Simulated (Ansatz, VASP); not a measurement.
# Two plane-wave programs on TiC

```
Ti C
1.0
     3.04209    0.00000    0.00000
    -1.52104    2.63452    0.00000
     0.00000    0.00000    2.69797
Ti C
1 1
Direct
  0.00000 0.00000 0.50000
  0.33333 0.66667 0.00000
```

The cell was built by a generator and needn't be a form met in nature.

Alike in both runs: task relaxation of cell and atoms; functional PBEsol; k mesh 10 × 10 × 10; occupations fermi-dirac, width 0.05 eV; no spin polarisation.

|  | VASP | Ansatz |
| --- | --- | --- |
| version | VASP 6.6.1 | Ansatz 0.2.0 |
| potentials or method | VASP PAW PBE potentials, release 64 (Ti_sv, C) | Ansatz PAW |
| plane-wave cutoff (eV) | 600 | 420 |
| valence electrons in the cell | 16 | 16 |

```tsv
	VASP	Ansatz	Ansatz less VASP
gap on the k mesh at the Fermi level, each at its own relaxed structure (eV)	none	none	-
relaxed volume (Å³/atom)	10.53	10.51	-0.012
relaxed cell length with the largest relative difference (Å)	3.015	3.012	-0.0030
energy change over the relaxation (meV/atom)	-6	-6	-0.1
```

A gap of «none» marks a metal or a gap that the smearing closes.

Caveats: the PAW data sets were made with another functional, which shifts forces and pressure a little (VASP); the plane-wave basis is chosen anew once the cell has moved, so the energies of steps on either side of that aren't comparable (Ansatz); the PAW data sets come from PBE, with cores solved anew for the run's functional, which leaves a small shift of forces and pressure (Ansatz).
